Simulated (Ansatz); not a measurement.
BaS in the rocksalt structure, relaxed with r2SCAN in Ansatz: space group Fm-3m (No. 225), cubic; a = 6.424 Å in the conventional setting, 33.13 Å³ an atom. Around Ba lie 6 S at 3.21 Å; around S lie 6 Ba at 3.21 Å. It was then strained (uniaxial along x, other directions held), atoms relaxed again within the symmetry left. Unstrained, HSE06 gives 3.138 eV (Γ → X, 6×6×6 mesh), and the band edges keep their places in every row. Only one sign of strain is shown, since it lowers the symmetry, and equivalent edge states can then move with another slope on the other side. Stress is positive in compression. (Simulation; spin polarisation is off.)

Axes as in this cell:
```yaml
crystal:
  lattice:
    - [0.00000, 3.21180, 3.21180]
    - [3.21180, 0.00000, 3.21180]
    - [3.21180, 3.21180, 0.00000]
  atoms:
    - { symbol: Ba, position: [0.00000, 0.00000, 0.00000] }
    - { symbol: S, position: [0.50000, 0.50000, 0.50000] }
```

```
strain (%)        ε  ΔE_g, HSE06 (eV)  Δσ_xx, r2SCAN (GPa)
      -4.0  -0.0400            -0.183                +5.13
     -3.75  -0.0375            -0.169                +4.73
     -3.16  -0.0316            -0.137                +3.83
     -1.33  -0.0133            -0.052                +1.43
```

Question: Fit ΔE_g = a x + b x² to these rows by least squares, with x = ε.

Answer: The normal equations take Σx² = 4.182e-03, Σx³ = -1.506e-04, Σx⁴ = 5.566e-06, ΣxΔE = 1.868e-02 and Σx²ΔE = -6.765e-04, and give a = +3.54 eV, b = -25.8 eV; the largest residual is 0.001 eV.

Question: Fit the change of σ_xx in the same way.

Answer: Δσ_xx = -96.5 x + (790) x² GPa. The slope, 97 GPa, is C₁₁ in these axes.

Question: Predict the withheld row at -3.45 % (x = -0.0345).

Answer: ΔE_g ≈ +3.54 × (-0.0345) + (-25.8) × (-0.0345)² = -0.153 eV, and Δσ_xx ≈ +4.27 GPa. The runs give -0.152 eV and +4.27 GPa, off by +0.001 eV and 0.00 GPa.

The runs are scalar-relativistic, without spin-orbit coupling.

Where an edge lies off the special points, it is a point of the mesh or the k point where a search put PBE's edge or least direct gap, reused for the other functionals, whose own edges may lie a little apart.

The meshes of the hybrids are coarse, so their gaps aren't converged to the digits shown.
